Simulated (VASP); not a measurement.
# PtSe2 (Sudovikovite) (P-3m1) in VASP: notebook, part 2 of 2

VASP 6.6.1. The steps go on from the part before.

## Step 5: Single point, PBE, spin-orbit coupling, no magnetisation

INCAR reads:

```
SYSTEM = PtSe2
PREC     = Accurate       ! precision mode
ENCUT    = 520            ! plane-wave cutoff, eV
EDIFF    = 1E-7           ! SCF threshold, eV
ISMEAR   = 0              ! smearing method
SIGMA    = 0.02           ! smearing width, eV
LREAL    = .FALSE.        ! projectors in reciprocal space
LASPH    = .TRUE.         ! aspherical terms in the spheres
NELM     = 100            ! most SCF steps
ALGO     = Normal         ! electronic algorithm
ISIF     = 2              ! what is computed and relaxed
LWAVE    = .FALSE.        ! write WAVECAR
LCHARG   = .FALSE.        ! write CHGCAR
MAGMOM   = 0 0 0 0 0 0 0 0 0 ! initial moments
LORBIT   = 11             ! projections on sites
LSORBIT  = .TRUE.         ! spin-orbit coupling
GGA_COMPAT= .FALSE.      
LMAXMIX  = 4              ! l up to which the mixer works
GGA      = PE             ! functional
NBANDS   = 38             ! bands
```

KPOINTS reads:

```
Automatic mesh
0
G
  6 6 4
  0 0 0
```

POSCAR reads:

```
PtSe2
1.0
    3.7240000000      0.0000000000      0.0000000000
   -1.8620000000      3.2250786037      0.0000000000
    0.0000000000      0.0000000000      5.0620000000
Pt Se
1 2
Direct
    0.0000000000      0.0000000000      0.0000000000
    0.6666666667      0.3333333333      0.7500000000
    0.3333333333      0.6666666667      0.2500000000
```

Potentials or basis: VASP PAW PBE potentials, release 64 (Pt, Se).

On the command line:

```bash
$ cat potpaw_PBE.64/Pt/POTCAR potpaw_PBE.64/Se/POTCAR > POTCAR
$ mpirun -np 1 vasp_ncl > vasp.out
```

OUTCAR:

```text
SYSTEM = PtSe2
   PREC = Accurate
   ENCUT = 520
   EDIFF = 1E-7
   ISMEAR = 0
   LREAL = .FALSE.
   LASPH = .TRUE.
   NELM = 100
   ISIF = 2
   LORBIT = 11
   LSORBIT = .TRUE.
   GGA = PE

 Found     24 irreducible k-points:

 Following reciprocal coordinates:
            Coordinates               Weight
  0.000000  0.000000  0.000000      1.000000
  0.166667  0.000000  0.000000      6.000000
  0.333333 -0.000000  0.000000      6.000000
  0.500000 -0.000000  0.000000      3.000000
  0.166667  0.166667  0.000000      6.000000
  0.333333  0.166667  0.000000     12.000000
   k-points           NKPTS =     24   k-points in BZ     NKDIM =     24   number of bands    NBANDS=     38
   number of dos      NEDOS =    301   number of ions     NIONS =      3
   total plane-waves  NPLWV =  31360
   dimension x,y,z NGX =    28 NGY =   28 NGZ =   40
   dimension x,y,z NGXF=    56 NGYF=   56 NGZF=   80
   ions per type =               1   2
   NGX,Y,Z   is equivalent  to a cutoff of  12.50, 12.50, 13.14 a.u.
   NGXF,Y,Z  is equivalent  to a cutoff of  25.00, 25.00, 26.27 a.u.
 SYSTEM =  PtSe2
   PREC   = accura    normal or accurate (medium, high low for compatibility)
   ISTART =      0    job   : 0-new  1-cont  2-samecut
   ICHARG =      2    charge: 1-file 2-atom 10-const
   ISPIN  =      1    spin polarized calculation?
   LNONCOLLINEAR =      T non collinear calculations
   LSORBIT =      T    spin-orbit coupling
   LASPH  =      T    aspherical Exc in radial PAW
   ENCUT  =  520.0 eV  38.22 Ry    6.18 a.u.   6.92  6.92  9.41*2*pi/ulx,y,z
   NELM   =    100;   NELMIN=  2; NELMDL= -5     # of ELM steps
   EDIFF  = 0.1E-06   stopping-criterion for ELM
   LREAL  =      F    real-space projection
   EDIFFG = 0.1E-05   stopping-criterion for IOM
   NSW    =      0    number of steps for IOM
   IBRION =     -1    ionic relax: 0-MD 1-quasi-New 2-CG
   NFREE  =      0    steps in history (QN), initial steepest desc. (CG)
   ISIF   =      2    stress and relaxation
   ISYM   =      2    0-nonsym 1-usesym 2-fastsym
   POTIM  = 0.5000    time-step for ionic-motion
   TEBEG  =    0.0;   TEEND  =   0.0 temperature during run
   PSTRESS=    0.0 pullay stress
   NELECT =      22.0000    total number of electrons
[... 294 lines left out ...]
      0.00000      0.00000      0.00000         0.000000      0.000000      0.000000
      1.86200      1.07503      3.79650         0.000000      0.000000     -0.591370
     -0.00000      2.15005      1.26550        -0.000000     -0.000000      0.591370
 -----------------------------------------------------------------------------------
    total drift:                               -0.000000     -0.000000     -0.000000

  FREE ENERGIE OF THE ION-ELECTRON SYSTEM (eV)
  ---------------------------------------------------
  free  energy   TOTEN  =       -14.5814105973 eV

  energy  without entropy=      -14.5811143635  energy(sigma->0) =      -14.58126248

 Spin-Orbit-Coupling matrix elements

 Ion:    1  E_soc:     -0.7317840
 l=   1
     0.0000000    -0.0341799    -0.0360441
    -0.0341799     0.0000000    -0.0341799
    -0.0360441    -0.0341799     0.0000000
 l=   2
     0.0000000    -0.0191399     0.0000000    -0.0191399    -0.0643236
    -0.0191399     0.0000000    -0.0476182    -0.0253683    -0.0191399
     0.0000000    -0.0476182     0.0000000    -0.0476182     0.0000000
    -0.0191399    -0.0253683    -0.0476182     0.0000000    -0.0191399
    -0.0643236    -0.0191399     0.0000000    -0.0191399     0.0000000
 l=   3
     0.0000000     0.0000000     0.0000000     0.0000000     0.0000000     0.0000000     0.0000000
     0.0000000     0.0000000     0.0000000     0.0000000     0.0000000     0.0000000     0.0000000
     0.0000000     0.0000000     0.0000000     0.0000000     0.0000000     0.0000000     0.0000000
     0.0000000     0.0000000     0.0000000     0.0000000     0.0000000     0.0000000     0.0000000
[... 29 lines left out ...]
 l=   2
     0.0000000    -0.0000007     0.0000000    -0.0000007    -0.0000184
    -0.0000007     0.0000000    -0.0000112    -0.0000035    -0.0000007
     0.0000000    -0.0000112     0.0000000    -0.0000112     0.0000000
    -0.0000007    -0.0000035    -0.0000112     0.0000000    -0.0000007
    -0.0000184    -0.0000007     0.0000000    -0.0000007     0.0000000
 l=   3
     0.0000000     0.0000000     0.0000000     0.0000000     0.0000000     0.0000000     0.0000000
     0.0000000     0.0000000     0.0000000     0.0000000     0.0000000     0.0000000     0.0000000
     0.0000000     0.0000000     0.0000000     0.0000000     0.0000000     0.0000000     0.0000000
     0.0000000     0.0000000     0.0000000     0.0000000     0.0000000     0.0000000     0.0000000
     0.0000000     0.0000000     0.0000000     0.0000000     0.0000000     0.0000000     0.0000000
     0.0000000     0.0000000     0.0000000     0.0000000     0.0000000     0.0000000     0.0000000
     0.0000000     0.0000000     0.0000000     0.0000000     0.0000000     0.0000000     0.0000000

 total charge

# of ion       s       p       d       tot
------------------------------------------
    1        0.694   0.744   8.019   9.456
    2        1.485   2.248   0.070   3.803
    3        1.485   2.248   0.070   3.803
--------------------------------------------------
tot          3.664   5.240   8.159  17.063

 magnetization (x)

# of ion       s       p       d       tot
------------------------------------------
    1        0.000   0.000  -0.000   0.000
    2       -0.000   0.000  -0.000  -0.000
    3        0.000   0.000  -0.000  -0.000
--------------------------------------------------
tot         -0.000   0.000  -0.000  -0.000

 magnetization (y)

# of ion       s       p       d       tot
------------------------------------------
    1        0.000   0.000  -0.000  -0.000
    2        0.000  -0.000   0.000  -0.000
    3       -0.000   0.000   0.000  -0.000
--------------------------------------------------
tot         -0.000  -0.000   0.000  -0.000

 magnetization (z)

# of ion       s       p       d       tot
------------------------------------------
    1        0.000  -0.000   0.000   0.000
    2        0.000   0.000   0.000   0.000
    3        0.000   0.000   0.000   0.000
--------------------------------------------------
tot          0.000  -0.000   0.000   0.000
```

stdout:

```text
POSCAR found type information on POSCAR PtSe
 POSCAR found :  2 types and       3 ions
 scaLAPACK will be used
 LDA part: xc-table for (Slater+PW92), standard interpolation
 POSCAR, INCAR and KPOINTS ok, starting setup
 FFT: planning ... GRIDC
 FFT: planning ... GRID_SOFT
 FFT: planning ... GRID
 WAVECAR not read
 entering main loop
```

It took 71 s on 1 thread of AMD EPYC 9R45 (Zen 5), shared host; peak memory 0.31 GiB.

These settings aren't checked as converged: the numbers below hold their error.

What came out:

* Free energy: -14.5814 eV
* Pressure: 7.5 GPa
* Largest force: 0.591 eV/Å
* Valence electrons inside the program's atomic spheres: Pt 9.46; Se 3.80

## Step 6: Single point, PBE, spin-orbit coupling, no magnetisation

INCAR, as its differences from that of step 5:

```diff
@@ -2,4 +2,4 @@
 PREC     = Accurate       ! precision mode
-ENCUT    = 520            ! plane-wave cutoff, eV
-EDIFF    = 1E-7           ! SCF threshold, eV
+ENCUT    = 400            ! plane-wave cutoff, eV
+EDIFF    = 0.001          ! SCF threshold, eV
 ISMEAR   = 0              ! smearing method
```

KPOINTS reads:

```
Automatic mesh
0
G
  7 7 5
  0 0 0
```

POSCAR is that of step 5.

Potentials or basis: VASP PAW PBE potentials, release 64 (Pt, Se).

On the command line:

```bash
$ cat potpaw_PBE.64/Pt/POTCAR potpaw_PBE.64/Se/POTCAR > POTCAR
$ mpirun -np 1 vasp_ncl > vasp.out
```

Wall time 38 s (1 thread of AMD EPYC 9R45 (Zen 5), shared host); peak memory 0.24 GiB.

These settings aren't checked as converged: the numbers below hold their error.

Results:

```
Free energy                                           : -14.5795 eV
Pressure                                              : 7.5 GPa
Largest force                                         : 0.647 eV/Å
Valence electrons inside the program's atomic spheres : Pt 9.46; Se 3.80
```
